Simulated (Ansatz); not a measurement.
# Rh (Fm-3m) in Ansatz: a series of runs, part 4 of 4

Ansatz 0.2.0.

**6. Wannier functions, RPBE, collinear spin, program default start**

Input file run.py:

```python
import json

import ase.io
import numpy as np
import spglib

import ansatz as az

atoms = ase.io.read("Rh.cif")
cell, frac, numbers = spglib.find_primitive((atoms.cell[:], atoms.get_scaled_positions(), atoms.numbers), symprec=1e-5)
atoms = ase.Atoms(numbers, cell=cell, scaled_positions=frac, pbc=True)

calculation = (
    az.Crystal.from_ase(atoms)
    .calculation()
    .kpoints(12, 12, 12)
    .functional("rpbe")
    .pseudopotentials(kind="paw")
    .spin("collinear")
    .scf(extra_bands=14)
    .occupations(method="methfessel_paxton", width=0.025)
    .wannier(mesh=(6, 6, 6), projections=(az.TrialShell(site=0, l="d"), az.TrialShell(site=0, l="s")),
        minimise=True, disentanglement_window=(6.7, 38.7), disentanglement_frozen_window=(9.7, 23.2),
        write_xyz=True)
    .band_table(publish=True)
)
outcome = calculation.run(threads=2, events_out="events.jsonl")

report = outcome.report
for line in open("events.jsonl"):
    event = json.loads(line)
    if event["event"] == "scf_iter":
        d = event["data"]
        print(f"SCF {d['iter']:3d}  HF = {d['harris_foulkes_ev']:.6f} eV  dr2 = {d['dr2_ev']:.2e} eV")
    elif event["event"] in ("relax_step", "md_step"):
        d = event["data"]
        print(f"{event['event']} {d['step']:3d}  E = {d['lagrangian_ev']:.6f} eV")
np.set_printoptions(precision=5, suppress=True, linewidth=110)
print("converged:", report["converged"], "after", report["n_iterations"], "iterations")
print(f"free energy {report['free_energy_ev']:.6f} eV, Fermi level {report['fermi_energy_ev']:.4f} eV")
for key in ("band_edges_ev", "magnetization_mub", "site_moments_mub", "site_moments_nc_mub", "forces_ev_ang",
                "stress_gpa"):
    if report.get(key) is not None:
        print(key, np.array(report[key]), sep="\n")
```

Rh.cif is that of step 4.

Potentials or basis: Ansatz PAW.

Command:

```
> python run.py
```

The program printed:

```text
DeckWarning: basis.ecutwfc = 420 eV, auto-derived from the records' recommended cutoffs: set by Rh (normal level)
PlacementWarning: RAYON_NUM_THREADS=2 ignored (pool sized by the plan → 2); use plan(threads=…)
RunWarning: this spin-polarised run has no starting moment large enough to seed its density, so its SCF can try parallel moments of its own, which can die out, and starts no order whose moments cancel. Behind that start scf.lower_state_search: light tries no other order and makes no probe for moments, and off searches nothing, so another order or size of moments can lie lower. To look for one, give starting moments (crystal.atom [...]
SCF   1  HF = -6410.796193 eV  dr2 = 1.56e+00 eV
SCF   2  HF = -6409.249848 eV  dr2 = 6.45e-02 eV
SCF   3  HF = -6410.131536 eV  dr2 = 9.96e-02 eV
SCF   4  HF = -6410.169919 eV  dr2 = 2.41e-02 eV
SCF   5  HF = -6410.310420 eV  dr2 = 5.20e-02 eV
SCF   6  HF = -6410.348305 eV  dr2 = 4.67e-03 eV
SCF   7  HF = -6410.352167 eV  dr2 = 9.80e-05 eV
SCF   8  HF = -6410.352164 eV  dr2 = 3.90e-05 eV
SCF   9  HF = -6410.352155 eV  dr2 = 3.61e-06 eV
SCF  10  HF = -6410.352154 eV  dr2 = 5.12e-07 eV
SCF  11  HF = -6410.352154 eV  dr2 = 2.03e-08 eV
converged: True after 11 iterations
free energy -6410.352154 eV, Fermi level 22.6956 eV
magnetization_mub
0.0
site_moments_mub
[0.]
```

wannier.dn.spreads.toml:

```text
omega_i_ang2 = 5.347561840749087
omega_d_ang2 = 0.1500064106525521
omega_od_ang2 = 0.873303486018799
omega_total_ang2 = 6.370871737420439
least_projectability = -6.858082957185003e-16
b_vectors_match_mmn = true
n_iter = 57
converged = true
rejected_fitted_steps = 0
dis_converged = true
dis_n_iter = 36
dis_n_moved = 1
dis_level_miss = 0.011116261818823494

[[wannier]]
r = [0.0000034678346276700945, -0.000002654554060650853, 0.056780146058118784]
spread = 0.8663791646617158

[[wannier]]
r = [0.040311492560781585, -0.040316114624747296, 0.04788601117262054]
spread = 0.8880683515172269

[[wannier]]
r = [-0.040310719649536336, 0.04031692768301019, 0.04788608958424417]
spread = 0.8880684708379983

[[wannier]]
r = [0.04903956493170041, -0.04904548076674356, -0.07867070285494225]
spread = 0.9198124048689927

[[wannier]]
r = [-0.04904407887347269, 0.04904757655510621, -0.07867064992464287]
spread = 0.9198153480111783

[[wannier]]
r = [-0.9489247643362515, -0.9489252438401033, -0.9442266274459016]
spread = 1.8887279975233282

[[curvature_check]]
after_line_search = 10
omega_tilde_before_ang2 = 1.0613433737709945
krylov_steps = 70
lowest_ritz_value_ang2 = -0.07221498436040848
residual_ang2 = 7.675193737018095e-19
settled = true
first_negative_step = 3
curvature_along_ang2 = -0.06499524043917958
angle_rad = 1.1536408582444666
omega_tilde_after_ang2 = 1.0331515341675974
outcome = "escaped"

[[curvature_check]]
after_line_search = 57
omega_tilde_before_ang2 = 1.0233098966713512
krylov_steps = 46
lowest_ritz_value_ang2 = 0.0032390281293088194
residual_ang2 = 1.1321075282082831e-11
settled = true
outcome = "no-negative-curvature"
```

wannier.dn.win:

```text
! ansatz wannier90 interface
! projections by site (counted from 0) and shell: 0 4D, 0 5S
! states of the run's bands (counted from 1): 1-13
num_bands = 13
num_wann  = 6
num_iter  = 2000
dis_win_min = 6.7
dis_win_max = 38.7
dis_froz_min = 9.7
dis_froz_max = 23.2
dis_num_iter = 10000
guiding_centres = true
write_xyz = true

begin unit_cell_cart
Ang
                      0.0                  1.89785                  1.89785
                  1.89785                      0.0                  1.89785
                  1.89785                  1.89785                      0.0
end unit_cell_cart

begin atoms_frac
Rh                       0.0                      0.0                      0.0
end atoms_frac

mp_grid = 6 6 6

begin kpoints
                      0.0                      0.0                      0.0
                      0.0                      0.0      0.16666666666666666
                      0.0                      0.0       0.3333333333333333
                      0.0                      0.0                      0.5
                      0.0                      0.0       0.6666666666666666
                      0.0                      0.0       0.8333333333333334
[... 208 lines left out ...]
       0.8333333333333334       0.8333333333333334       0.6666666666666666
       0.8333333333333334       0.8333333333333334       0.8333333333333334
end kpoints

fermi_energy = 22.695620452684956

begin projections
f=0.0,0.0,0.0: d
f=0.0,0.0,0.0: s
end projections
```

It took 3.8 s on 2 threads of Arm Neoverse V2, shared host; peak memory 0.41 GiB.

Results:

* Free energy: -6410.3522 eV
* Band gap on the k mesh: none (metal or under the smearing width)
* Net moment: 0.00 μB per cell
* Absolute moment: 0.00 μB per cell

Caveat: the potentials were made for another functional, which shifts forces and pressure.

**7. The runs side by side**

| task | level | potentials or basis | spin | U | cell | k mesh | cutoff (eV) | smearing | hubbard projectors | double counting | driver | points for each segment of the path | other keys | gap on the mesh (eV) | pressure (GPa) |
| --- | --- | --- | --- | --- | --- | --- | --- | --- | --- | --- | --- | --- | --- | --- | --- |
| computed Hubbard U | PBE+U | PseudoDojo standard (LDA files) | off | Rh d U = 7 eV | volume scaled by 1.15 | 10 × 10 × 10 | 1197 | cold 0.001 eV | ortho-atomic | fll (the default) | - | - | scf.mixing.algorithm = broyden; scf.mixing.beta = 0.05; … | none | -21.3 |
| band structure | BLYP+D4 | as the typed override names | off | - | as given | 12 × 12 × 12 | 540 | fermi-dirac 0.15 eV | - | - | chain | 14 | hamiltonian.pseudopotentials = kind paw, source ansatz | none | 3.4 |
| ladder of functionals | PBEsol+D3(BJ) | JTH PAW | off | - | as given | 12 × 12 × 12 | 2100 | methfessel-paxton 0.15 eV | - | - | chain | - | hamiltonian.xc = pbesol; accuracy = medium; scf.n_extra_bands = 1 | none | -11.3 |
| Wannier functions | RPBE | Ansatz PAW | collinear, program default start | - | as given | 12 × 12 × 12 | 420 | methfessel-paxton 0.025 eV | - | - | chain | - | - | none | - |

Caveats: the potentials were made for another functional, which shifts forces and pressure (some runs); pairwise dispersion overbinds metals, which lowers pressure and volume (some runs); U without spin polarisation on a metal has little footing (some runs); the U is typed as a test and isn't derived for this compound (some runs); the thresholds are loose for stress (some runs).

Total energies depend on the potentials used, so only differences within one code and one set of settings carry meaning.
